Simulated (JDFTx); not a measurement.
# SiC (Moissanite) (P6_3mc) in JDFTx: a series of runs

One crystal, SiC (Moissanite), is run at these levels: PBE, LDA; tasks: band structure.

All numbers are computed with JDFTx 1.7.0 (patched build); they aren't measurements. Logs are shortened: lines on timing, memory, paths and dates and some standing lists are left out, and cuts for length are marked. The log counts tension as positive stress, the text compression.

### Step 1. The structure

The structure is hexagonal, space group P6_3mc (No. 186). Conventional cell: a = 3.076 Å, b = 3.076 Å, c = 5.048 Å, α = 90.00°, β = 90.00°, γ = 120.00°. Around Si (site symmetry 3m) lie 4 C at 1.87 to 1.94 Å. C (site symmetry 3m) has 4 Si at 1.87 to 1.94 Å as nearest neighbours.

### Step 2. Band structure, PBE

bands.in

```
include SiC.lattice
coords-type Lattice
include SiC.ionpos

ion-species pseudo/Si.upf
ion-species pseudo/C.upf
elec-cutoff 41 328
elec-ex-corr gga-PBE
elec-smearing Fermi 0.0018374661
elec-n-bands 14
electronic-minimize nIterations 30 energyDiffThreshold 1e-06
davidson-band-ratio 1.3
forces-output-coords Cartesian
include path.kpoints
symmetries none
fix-electron-density run.$VAR

dump-name bands.$VAR
dump End Ecomponents EigStats BandEigs Kpoints Forces
```

SiC.lattice

```
lattice \
    5.8127975593    -2.9063987797     0.0000000000 \
    0.0000000000     5.0340303534     0.0000000000 \
    0.0000000000     0.0000000000     9.5393374771
```

SiC.ionpos

```
ion Si     0.6666666667     0.3333333333     0.5000000000 1
ion Si     0.3333333333     0.6666666667     0.0000000000 1
ion C      0.6666666667     0.3333333333     0.8850000000 1
ion C      0.3333333333     0.6666666667     0.3850000000 1
```

path.kpoints

```
kpoint +0.0000000000 +0.0000000000 +0.0000000000 0.020000000000
kpoint +0.0833333333 +0.0000000000 +0.0000000000 0.020000000000
kpoint +0.1666666667 +0.0000000000 +0.0000000000 0.020000000000
kpoint +0.2500000000 +0.0000000000 +0.0000000000 0.020000000000
kpoint +0.3333333333 +0.0000000000 +0.0000000000 0.020000000000
kpoint +0.4166666667 +0.0000000000 +0.0000000000 0.020000000000
kpoint +0.5000000000 +0.0000000000 +0.0000000000 0.020000000000
kpoint +0.4444444444 +0.1111111111 +0.0000000000 0.020000000000
kpoint +0.3888888889 +0.2222222222 +0.0000000000 0.020000000000
kpoint +0.3333333333 +0.3333333333 +0.0000000000 0.020000000000
kpoint +0.2916666667 +0.2916666667 +0.0000000000 0.020000000000
kpoint +0.2500000000 +0.2500000000 +0.0000000000 0.020000000000
kpoint +0.2083333333 +0.2083333333 +0.0000000000 0.020000000000
kpoint +0.1666666667 +0.1666666667 +0.0000000000 0.020000000000
kpoint +0.1250000000 +0.1250000000 +0.0000000000 0.020000000000
kpoint +0.0833333333 +0.0833333333 +0.0000000000 0.020000000000
kpoint +0.0416666667 +0.0416666667 +0.0000000000 0.020000000000
kpoint +0.0000000000 +0.0000000000 +0.0000000000 0.020000000000
kpoint +0.0000000000 +0.0000000000 +0.1666666667 0.020000000000
kpoint +0.0000000000 +0.0000000000 +0.3333333333 0.020000000000
kpoint +0.0000000000 +0.0000000000 +0.5000000000 0.020000000000
kpoint +0.0714285714 +0.0000000000 +0.5000000000 0.020000000000
kpoint +0.1428571429 +0.0000000000 +0.5000000000 0.020000000000
kpoint +0.2142857143 +0.0000000000 +0.5000000000 0.020000000000
kpoint +0.2857142857 +0.0000000000 +0.5000000000 0.020000000000
kpoint +0.3571428571 +0.0000000000 +0.5000000000 0.020000000000
kpoint +0.4285714286 +0.0000000000 +0.5000000000 0.020000000000
kpoint +0.5000000000 +0.0000000000 +0.5000000000 0.020000000000
kpoint +0.4583333333 +0.0833333333 +0.5000000000 0.020000000000
kpoint +0.4166666667 +0.1666666667 +0.5000000000 0.020000000000
kpoint +0.3750000000 +0.2500000000 +0.5000000000 0.020000000000
kpoint +0.3333333333 +0.3333333333 +0.5000000000 0.020000000000
kpoint +0.2962962963 +0.2962962963 +0.5000000000 0.020000000000
kpoint +0.2592592593 +0.2592592593 +0.5000000000 0.020000000000
kpoint +0.2222222222 +0.2222222222 +0.5000000000 0.020000000000
kpoint +0.1851851852 +0.1851851852 +0.5000000000 0.020000000000
kpoint +0.1481481481 +0.1481481481 +0.5000000000 0.020000000000
kpoint +0.1111111111 +0.1111111111 +0.5000000000 0.020000000000
kpoint +0.0740740741 +0.0740740741 +0.5000000000 0.020000000000
kpoint +0.0370370370 +0.0370370370 +0.5000000000 0.020000000000
kpoint +0.0000000000 +0.0000000000 +0.5000000000 0.020000000000
kpoint +0.5000000000 +0.0000000000 +0.5000000000 0.020000000000
kpoint +0.5000000000 +0.0000000000 +0.3750000000 0.020000000000
kpoint +0.5000000000 +0.0000000000 +0.2500000000 0.020000000000
kpoint +0.5000000000 +0.0000000000 +0.1250000000 0.020000000000
kpoint +0.5000000000 +0.0000000000 +0.0000000000 0.020000000000
kpoint +0.3333333333 +0.3333333333 +0.0000000000 0.020000000000
kpoint +0.3333333333 +0.3333333333 +0.1666666667 0.020000000000
kpoint +0.3333333333 +0.3333333333 +0.3333333333 0.020000000000
kpoint +0.3333333333 +0.3333333333 +0.5000000000 0.020000000000
```

Potentials or basis: PseudoDojo-SR-PBE-0.5-standard with smoothed tails.

Command:

```sh
$ jdftx -c 1 -i bands.in -o bands.out
```

Standard output:

```text
*************** JDFTx 1.7.0 (patched build) ***************

Input parsed successfully to the following command list (including defaults):
[... the input with its defaults ...]

---------- Initializing the Grid ----------
R =
[       5.8128      -2.9064            0  ]
[            0      5.03403            0  ]
[            0            0      9.53934  ]
unit cell volume = 279.138
G =
[    1.08092   0.624071         -0  ]
[          0    1.24814          0  ]
[          0         -0   0.658661  ]
Minimum fftbox size, Smin = [  48  48  80  ]
Chosen fftbox size, S = [  48  48  80  ]

---------- Initializing tighter grid for wavefunction operations ----------
R =
[       5.8128      -2.9064            0  ]
[            0      5.03403            0  ]
[            0            0      9.53934  ]
unit cell volume = 279.138
G =
[    1.08092   0.624071         -0  ]
[          0    1.24814          0  ]
[          0         -0   0.658661  ]
Minimum fftbox size, Smin = [  36  36  56  ]
Chosen fftbox size, S = [  36  36  56  ]

---------- Exchange Correlation functional ----------
Initalized PBE GGA exchange.
Initalized PBE GGA correlation.

---------- Setting up pseudopotentials ----------
Width of ionic core gaussian charges (only for fluid interactions / plotting) set to 0

Reading pseudopotential file 'pseudo/Si.upf':
  'Si' pseudopotential, 'PBE' functional
  Generated using ONCVPSP code by D. R. Hamann
  4 valence electrons, 2 orbitals, 6 projectors, 1001 radial grid points, with lMax = 2
    3S    l: 0   occupation:  2.0   eigenvalue: -0.397365
    3P    l: 1   occupation:  2.0   eigenvalue: -0.149981
  Core radius for overlap checks: 1.86 bohrs.

Reading pseudopotential file 'pseudo/C.upf':
  'C' pseudopotential, 'PBE' functional
  Generated using ONCVPSP code by D. R. Hamann
  4 valence electrons, 2 orbitals, 4 projectors, 1001 radial grid points, with lMax = 1
    2S    l: 0   occupation:  2.0   eigenvalue: -0.505335
    2P    l: 1   occupation:  2.0   eigenvalue: -0.194238
  Core radius for overlap checks: 1.21 bohrs.

Initialized 2 species with 4 total atoms.

Folded 50 k-points by 1x1x1 to 50 k-points.

---------- Setting up k-points, bands, fillings ----------
No reducable k-points.
Computing the number of bands and number of electrons
Calculating initial fillings.
nElectrons:  16.000000   nBands: 14   nStates: 50

----- Setting up reduced wavefunction bases (one per k-point) -----
average nbasis = 3503.120 , ideal nbasis = 3500.169

---------- Setting up ewald sum ----------
Optimum gaussian width for ewald sums = 2.069378 bohr.
Real space sum over 1089 unit cells with max indices [  5  5  4  ]
Reciprocal space sum over 2873 terms with max indices [  6  6  8  ]

---------- Allocating electronic variables ----------
Reading n from file 'run.n' ... done
Initializing wave functions:  linear combination of atomic orbitals

----------- Band structure minimization -------------
Minimization will be done independently for each quantum number.

---- Minimization of quantum number:     0  [ +0.0000000 +0.0000000 +0.0000000 ]  0.040000000 ----
BandDavidson: Iter:   0  Eband: +0.219885832452060
BandDavidson: Iter:   1  Eband: +0.203958622325778  dEband: -1.592721e-02
BandDavidson: Iter:   2  Eband: +0.201775394235047  dEband: -2.183228e-03
BandDavidson: Iter:   3  Eband: +0.201301989108530  dEband: -4.734051e-04
[... 796 lines of inner loops ...]
BandDavidson: Iter:  10  Eband: +0.185626269620049  dEband: -1.281985e-06
BandDavidson: Iter:  11  Eband: +0.185625646673153  dEband: -6.229469e-07
BandDavidson: Converged (dEband<1.000000e-06)
	FillingsUpdate:  mu: +0.403126855  nElectrons: 16.000000

Dumping 'bands.eigStats' ...
	eMin: -0.217974 at state 0 ( [ +0.000000 +0.000000 +0.000000 ] spin 0 )
	HOMO: +0.360055 at state 17 ( [ +0.000000 +0.000000 +0.000000 ] spin 0 )
	mu  : +0.403127
	LUMO: +0.445765 at state 46 ( [ +0.333333 +0.333333 +0.000000 ] spin 0 )
	eMax: +0.751916 at state 42 ( [ +0.500000 +0.000000 +0.375000 ] spin 0 )
	HOMO-LUMO gap: +0.085710
	Optical gap  : +0.150145 at state 6 ( [ +0.500000 +0.000000 +0.000000 ] spin 0 )
Done!
[note: mu, HOMO and LUMO in a band run belong to the points of the path alone and aren't those of the crystal]
```

Wall time 33 s (1 thread of Arm Neoverse V2, shared host); peak memory 0.1 GiB.

What came out:

```
Band gap along the path : 2.33 eV, indirect (least direct gap 4.09 eV)
```

Levels at the corners of the path, in eV from the valence-band top:
```tsv
point	band 4	band 5	band 6	band 7	band 8	band 9	band 10
Γ	-1.56	-1.56	-0.28	-0.28	0.00	4.62	6.02
M	-6.55	-5.43	-3.55	-3.26	-1.49	2.60	4.20
K	-6.50	-6.50	-4.12	-4.04	-4.04	2.33	7.99
Γ	-1.56	-1.56	-0.28	-0.28	0.00	4.62	6.02
A	-4.46	-0.97	-0.97	-0.97	-0.97	5.71	5.71
L	-8.46	-2.69	-2.69	-2.34	-2.34	3.17	3.17
H	-7.94	-5.86	-5.86	-1.75	-1.75	4.82	4.82
A	-4.46	-0.97	-0.97	-0.97	-0.97	5.71	5.71
L	-8.46	-2.69	-2.69	-2.34	-2.34	3.17	3.17
M	-6.55	-5.43	-3.55	-3.26	-1.49	2.60	4.20
K	-6.50	-6.50	-4.12	-4.04	-4.04	2.33	7.98
H	-7.94	-5.86	-5.86	-1.75	-1.75	4.82	4.82
```

### Step 3. Band structure, LDA

bands.in, as its differences from that of step 2:

```diff
@@ -1,4 +1,10 @@
-include SiC.lattice
+lattice \
+    5.8127975593    -2.9063987797     0.0000000000 \
+    0.0000000000     5.0340303534     0.0000000000 \
+    0.0000000000     0.0000000000     9.5393374771
 coords-type Lattice
-include SiC.ionpos
+ion Si     0.6666666667     0.3333333333     0.5000000000 1
+ion Si     0.3333333333     0.6666666667     0.0000000000 1
+ion C      0.6666666667     0.3333333333     0.8850000000 1
+ion C      0.3333333333     0.6666666667     0.3850000000 1
 
@@ -7,3 +13,3 @@
 elec-cutoff 41 328
-elec-ex-corr gga-PBE
+elec-ex-corr lda-PW
 elec-smearing Fermi 0.0018374661
```

path.kpoints is that of step 2.

Potentials or basis: PseudoDojo-SR-LDA-0.4.1-standard with smoothed tails.

Command:

```sh
$ jdftx -c 1 -i bands.in -o bands.out
```

Wall time 31 s (1 thread of Arm Neoverse V2, shared host); peak memory 0.09 GiB.

Results (log left out):

```
Band gap along the path : 2.23 eV, indirect (least direct gap 4.00 eV)
```

Levels at the corners of the path, in eV from the valence-band top:
```
point  band 6  band 7  band 8  band 9  band 10
    Γ   -0.27   -0.27    0.00    4.59     6.04
    M   -3.55   -3.28   -1.49    2.51     4.14
    K   -4.13   -4.05   -4.05    2.23     7.86
    Γ   -0.27   -0.27    0.00    4.59     6.04
    A   -0.96   -0.96   -0.96    5.65     5.65
    L   -2.69   -2.34   -2.34    3.11     3.11
    H   -5.89   -1.76   -1.76    4.77     4.77
    A   -0.96   -0.96   -0.96    5.65     5.65
    L   -2.69   -2.34   -2.34    3.11     3.11
    M   -3.55   -3.28   -1.49    2.51     4.14
    K   -4.13   -4.05   -4.05    2.23     7.86
    H   -5.89   -1.76   -1.76    4.77     4.77
```

### Step 4. For comparison

An earlier run on the cell as given: functional PBEsol; potentials or basis PseudoDojo-SR-PBEsol-0.4.1-standard with smoothed tails; cutoff 1116 eV; density cutoff 8925 eV; k mesh 10 × 10 × 5; occupations fermi-dirac, width 0.05 eV; no spin polarisation.

* Pressure: 0.3 GPa
* Largest force: 0.756 eV/Å
* Band gap on the k mesh: 2.33 eV, indirect (least direct gap 3.96 eV)
* Loewdin charges: Si +1.09; C -1.02 e
